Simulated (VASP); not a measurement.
Set up this calculation in VASP 6.6.1, as the native input.

```
Task                   : relaxation of cell and atoms
Functional             : PBE
Potentials or basis    : VASP PAW PBE potentials, release 64 (Ti_sv)
Cutoff                 : 520 eV
k mesh                 : 18 × 18 × 10
Occupations            : methfessel-paxton, width 0.2 eV
Spin                   : no spin polarisation
Further INCAR settings : ALGO = Fast; EDIFF = 1e-07; IBRION = 2; EDIFFG = -0.002; NSW = 80; ISIF = 3
```

The structure of Ti lies in POSCAR:

```
Ti
1.0
    2.9500000000      0.0000000000      0.0000000000
   -1.4750000000      2.5547749400      0.0000000000
    0.0000000000      0.0000000000      4.6800000000
Ti
2
Direct
    0.3333333300      0.6666666700      0.2500000000
    0.6666666700      0.3333333300      0.7500000000
```

The input as run:

INCAR

```
SYSTEM = Ti
PREC = Accurate ; ENCUT = 520
EDIFF = 1E-7 ; ISMEAR = 1
SIGMA = 0.2 ; LREAL = .FALSE.
LASPH = .TRUE. ; NELM = 100
ALGO = Fast ; ISIF = 3
LWAVE = .FALSE. ; LCHARG = .FALSE.
GGA = PE ; IBRION = 2
NSW = 80 ; EDIFFG = -0.002
```

KPOINTS

```
regular mesh
0
G
  18 18 10
  0 0 0
```

Potentials or basis: VASP PAW PBE potentials, release 64 (Ti_sv).

Command:

```bash
$ cat potpaw_PBE.64/Ti_sv/POTCAR > POTCAR
$ mpirun -np 1 vasp_std > vasp.out
```

It gave:

The relaxed volume is 17.34 Å³/atom. The relaxed cell is a = 2.936 Å, b = 2.936 Å, c = 4.645 Å, α = 90.00°, β = 90.00°, γ = 120.00°. The space group after relaxing (to 0.05 Å) is P6_3/mmc (No. 194) and the energy gained by relaxing is 1.7 meV/atom. The ionic steps are 7. The pressure after relaxing is 0.0 GPa. The band gap on the k mesh is none (metal or under the smearing width).

Wall time 9.7 min on 1 thread of Intel(R) Xeon(R) 6975P-C (Granite Rapids) (shared host), peak memory 0.26 GiB.
